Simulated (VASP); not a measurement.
A run of VASP 6.6.1 is set up as follows.

File INCAR:

```
SYSTEM = ZrS
PREC     = Accurate       ! precision mode
ENCUT    = 520            ! plane-wave cutoff, eV
EDIFF    = 1E-7           ! SCF threshold, eV
ISMEAR   = 0              ! smearing method
SIGMA    = 0.1            ! smearing width, eV
LREAL    = .False.        ! projectors in reciprocal space
LASPH    = .True.         ! aspherical terms in the spheres
NELM     = 80             ! most SCF steps
ALGO     = Normal         ! electronic algorithm
ISIF     = 2              ! what is computed and relaxed
LWAVE    = .False.        ! write WAVECAR
LCHARG   = .False.        ! write CHGCAR
GGA      = PS             ! functional
NBANDS   = 16             ! bands
```

The input KPOINTS:

```
Automatic mesh
0
Gamma
  6 6 6
  0 0 0
```

Contents of POSCAR:

```
ZrS
1.0
    0.0000000000      2.6250000000      2.6250000000
    2.6250000000      0.0000000000      2.6250000000
    2.6250000000      2.6250000000      0.0000000000
Zr S
1 1
Direct
    0.0000000000      0.0000000000      0.0000000000
    0.5000000000      0.5000000000      0.5000000000
```

Potentials or basis: VASP PAW PBE potentials, release 64 (Zr_sv, S).

Command:

```console
$ cat potpaw_PBE.64/Zr_sv/POTCAR potpaw_PBE.64/S/POTCAR > POTCAR
$ mpirun -np 1 vasp_std > vasp.out
```

Problem. Estimate the pressure.

Solution. -5.9 GPa.

Problem. What does it give for the band gap on the k mesh?

Solution. None (metal or under the smearing width).

Caveat: the PAW data sets were made with another functional, which shifts forces and pressure a little.
